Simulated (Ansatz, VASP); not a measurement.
## Zn: VASP beside Ansatz

Contents of INCAR:

```
SYSTEM = Zn
PREC = Accurate
ENCUT = 520
EDIFF = 1E-6
ISMEAR = 1
SIGMA = 0.6
LREAL = .FALSE.
LASPH = .TRUE.
NELM = 100
ALGO = Normal
ISIF = 2
LWAVE = .FALSE.
LCHARG = .TRUE.
GGA = CA
LELF = .TRUE.
LVHAR = .TRUE.
NBANDS = 19
```

KPOINTS

```
regular mesh
0
G
  14 14 7
  0 0 0
```

POSCAR

```
Zn
1.0
    2.5709734941      0.0000000000      0.0000000000
   -1.2854867470      2.2265283583      0.0000000000
    0.0000000000      0.0000000000      4.7361908757
Zn
2
Direct
    0.3333333333      0.6666666667      0.2500000000
    0.6666666667      0.3333333333      0.7500000000
```

Input for Ansatz:

```yaml
crystal:
  lattice:
    - [2.5709734941, 0.0, 0.0]
    - [-1.285486747, 2.2265283583, 0.0]
    - [0.0, 0.0, 4.7361908757]
  atoms:
    - { symbol: Zn, position: [0.3333333333, 0.6666666667, 0.25] }
    - { symbol: Zn, position: [0.6666666667, 0.3333333333, 0.75] }
hamiltonian:
  xc: lda
  pseudopotentials:
    kind: paw
    azcp:
      Zn: "pseudopotentials/Zn.paw.azcp"
basis:
  ecutwfc: 420
  fft_grid_basis: typed
kpoints:
  mp_grid: { grid: [14, 14, 7], shift: [0, 0, 0] }
magnetization:
  spin_polarized: false
scf:
  occupations: { method: methfessel_paxton, width: 0.6 }
  lower_state_search: "off"
output:
  stress: true
```

Alike in both runs: task single point; functional LDA; k mesh 14 × 14 × 7; occupations methfessel-paxton of order 1, width 0.6 eV; no spin polarisation.

|  | VASP | Ansatz |
| --- | --- | --- |
| version | VASP 6.6.1 | Ansatz 0.2.0 |
| potentials or method | VASP PAW LDA potentials, release 64 (Zn) | plane waves (420 eV) with PAW, scalar-relativistic |
| plane-wave cutoff (eV) | 520 | 420 |
| valence electrons in the cell | 24 | 24 |

|  | VASP | Ansatz | Ansatz less VASP |
| --- | --- | --- | --- |
| pressure (GPa) | 0.7 | 0.0 | -0.72 |
| largest component of the traceless stress (GPa) | 0.84 | 0.61 | -0.231 |

Ansatz warned: «pseudo_functional_mismatch».
